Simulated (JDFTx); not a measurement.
# V under changes of volume

One of the cells (13.891 Å³/atom); the others are scaled copies at fixed shape and fractional positions:

```
V
1.0
    -1.51435    1.51435    1.51435
     1.51435   -1.51435    1.51435
     1.51435    1.51435   -1.51435
V
1
Direct
  0.00000 0.00000 0.00000
```

| Property | Result |
| --- | --- |
| Program | JDFTx 1.7.0 (patched build) |
| Functional | PBE |
| Potentials or basis | PseudoDojo-SR-PBE-0.5-standard |
| Cutoff | 1143 eV |
| Density cutoff | 4572 eV |
| k mesh | 12 × 12 × 12 |
| Occupations | fermi-dirac, width 0.05 eV |
| Spin | collinear spin, ferromagnetic start |
| Starting moments | [2.0] μB |

| volume (Å³/atom) | energy over the lowest point (meV/atom) | pressure (GPa) |
| --- | --- | --- |
| 13.058 | 6.71 | 5.9 |
| 13.336 | 0.00 | 1.8 |
| 13.613 | 0.00 | -1.8 |
| 13.891 | 6.20 | -5.2 |
| 14.169 | 18.05 | -8.3 |
| 14.447 | 35.04 | -11.1 |
| 14.725 | ? | ? |

**Question.** What does the run at 14.725 Å³/atom give?

**Answer.** Energy over the lowest point 56.64 meV/atom; pressure -13.6 GPa.

Worked out: A Birch-Murnaghan fit of order 3 (a polynomial in V^(-2/3)) to the other rows has its minimum at 13.47 Å³/atom with B0 = V·E''(V) = 181 GPa and B' = 3.4. It gives 56.77 meV/atom at 14.725 Å³/atom, against the run's 56.64, and -dE/dV = -13.8 GPa, against -13.6.

Energies are extrapolated to zero smearing.
